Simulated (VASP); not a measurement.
Runs of VASP 6.6.1 on TiO2 (Rutile). The structure is tetragonal, space group P4_2/mnm (No. 136). Conventional cell: a = 4.593 Å, b = 4.593 Å, c = 2.942 Å, α = 90.00°, β = 90.00°, γ = 90.00°. Ti (site symmetry mmm) is surrounded by 6 O at 1.94 to 1.98 Å. O (site symmetry m2m) has 3 Ti at 1.94 to 1.98 Å as nearest neighbours. 

```tsv
task	level	cell	k mesh	cutoff (eV)	grid for exact exchange (PRECFOCK)	screening parameter	exchange at q = 0	share of exact exchange	gap on the mesh (eV)	pressure (GPa)	largest force (eV/Å)
band structure	HSE06	as given	4 × 4 × 6	520	Fast	0.2 1/A	-	-	3.39	(b)	0.13
relaxation of cell and atoms	PBEsol	relaxed	6 × 6 × 10	600	-	-	-	-	1.83	0.0	-
band structure	PBE-EpsX	as given	4 × 4 × 6	520	Fast	-	truncated	0.1273	2.98	(a)	0.04
band structure	PBE0	as given	4 × 4 × 6	520	Fast	-	truncated	-	4.13	-0.8	0.12
```

Alike in all rows: potentials or basis VASP PAW PBE potentials, release 64 (Ti_sv, O); no spin polarisation; smearing gaussian 0.03 eV.

Q: Fill in the values left out.

A: (a) 3.1; (b) -0.7.

Caveats: the PAW data sets were made with another functional, which shifts forces and pressure a little.

A k mesh can miss the band edges.

Runs at the PBE level aren't shown here.
